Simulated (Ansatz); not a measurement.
## Cold compression of K (omega type)

```
K
1.0
     7.56771    0.00000    0.00000
    -3.78386    6.55383    0.00000
     0.00000    0.00000    4.49699
K
3
Direct
  0.00000 0.00000 0.00000
  0.33333 0.66667 0.50000
  0.66667 0.33333 0.50000
```

The cell comes from a relaxation on PAW files under the same functional, begun from a prototype that needn't be the stable phase.

Its volume is scaled, and at each volume shape and atoms are relaxed on PAW files; all methods then take that cell.

All numbers are PBE results (scalar-relativistic) from Ansatz 0.2.0, with a Γ-centred 5×5×7 k mesh, Fermi–Dirac smearing of 0.1 eV, no spin polarisation. Methods: LAPW: all electrons, basis error target 1 meV/atom; PAW: frozen-core files, cutoff 420 eV; crystal datasets: all electrons, by PAW datasets that the program makes for each cell; norm-conserving: pseudopotentials, cutoff 850 eV; PAW (cutoff 300 eV): frozen-core files, cutoff 300 eV.

Energies are extrapolated to zero smearing and count from the unscaled cell; pressure is positive in compression; gaps take the mesh and a band path. No temperature or zero-point motion is included.

| V/V0 | V (Å³/atom) | P LAPW (GPa) | ΔE LAPW (eV/atom) | P PAW − LAPW (GPa) | ΔE PAW − LAPW (meV/atom) | space group | shortest distance (Å) |
| --- | --- | --- | --- | --- | --- | --- | --- |
| 1.00 | 74.35 | 0.00 | 0.000 | 0.00 | 0.0 | P6/mmm | 4.369 |
| 0.95 | 70.63 | 0.20 | 0.002 | 0.00 | 0.0 | P6/mmm | ? |
| 0.65 | 48.33 | 3.35 | 0.192 | 0.00 | 0.1 | P6/mmm | 3.785 |
| 0.55 | 40.89 | 6.30 | 0.409 | 0.00 | 0.2 | P6/mmm | 3.580 |
| 0.40 | 29.74 | 16.27 | 1.139 | 0.00 | 0.3 | P6/mmm | 3.219 |

(1) Give the missing entry: row "0.95", column "shortest distance (Å)".

(2) Fit the Vinet equation to the LAPW pressures over the whole range, with residuals weighted by 1/(|P| + 0.03·Pmax).

(3) From the table, what is the rise of the enthalpy H = E + pV up to the last row, and how stiff is the crystal between the last two rows?

(4) At the smallest volume, how far do crystal datasets and norm-conserving and PAW (cutoff 300 eV) lie from LAPW in pressure?

## Answers

(1) 4.295.

(2) V0 = 74.39 Å³/atom, B0 = 3.46 GPa and B0′ = 3.97, and the fit misses no point by more than 0.036 GPa. A fit over so wide a range pins B0 less well than one near rest.

(3) ΔH = 1.139 eV + (16.27 GPa × 29.74 Å³ − 0.00 GPa × 74.35 Å³) × 0.006242 eV/(GPa·Å³) = 4.16 eV/atom, of which pV makes 73 %. The mean bulk modulus there is −ΔP/Δln V = 31.3 GPa.

(4) crystal datasets: 0.00 GPa; norm-conserving: 0.00 GPa; PAW (cutoff 300 eV): +0.05 GPa, on a LAPW pressure of 16.27 GPa.
